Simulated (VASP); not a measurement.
# Bi₂Se₃: convergence, self-consistent run

Bi₂Se₃, R-3m (no. 166), 5 atoms in the cell. PBE with TS; PAW potentials Bi_d, Se (PBE set). VASP 6.6.1.

Wanted: energy within 2 meV/atom; pressure within 0.1 GPa.

POSCAR:
```
Bi2Se3
1.0
    2.0715000000      1.1959810826      9.5453333333
   -2.0715000000      1.1959810826      9.5453333333
    0.0000000000     -2.3919621653      9.5453333333
Bi Se
2 3
Direct
    0.5992000000      0.5992000000      0.5992000000
    0.4008000000      0.4008000000      0.4008000000
    0.7883000000      0.7883000000      0.7883000000
    0.2117000000      0.2117000000      0.2117000000
    0.0000000000      0.0000000000      0.0000000000
```

## Self-consistent screening

| Self-consistent screening | Energy less reference (meV/atom) | Pressure (GPa) | SCF iterations | Time (s) |
|---|---|---|---|---|
| default | 0.0 | 1.57 | 16 | 439 |
| SCSRAD = 30 | 0.0 | 1.57 | 16 | 393 |
| SCSRAD = 60 | 0.0 | 1.57 | 16 | 421 |
| LSCALER0 = F | 34.0 | 2.31 | 16 | 415 |

## Question

For each series: keep the first row unless others stay within half of the tolerance and take at least 30 % less time, and then take the fastest.

## Answer

- self-consistent screening: default

## The input

INCAR:
```
  PREC = Accurate
  ENCUT = 520
  EDIFF = 1E-7
  ISMEAR = 0
  SIGMA = 0.02
  LREAL = F
  LASPH = T
  ALGO = Normal
  NELM = 100
  ISIF = 2
  LWAVE = F
  LCHARG = F
  IVDW = 2
  LVDWSCS = T
```

KPOINTS:
```
k-points
0
Gamma
  6 6 6
```

Commands:
```
cat potpaw_PBE.64/Bi_d/POTCAR potpaw_PBE.64/Se/POTCAR > POTCAR
mpirun -np 1 vasp_std > vasp.out
```

The chosen input took VASP 6.6.1 439 s on 1 core (Intel Xeon 6975P-C (Granite Rapids)), a shared host.
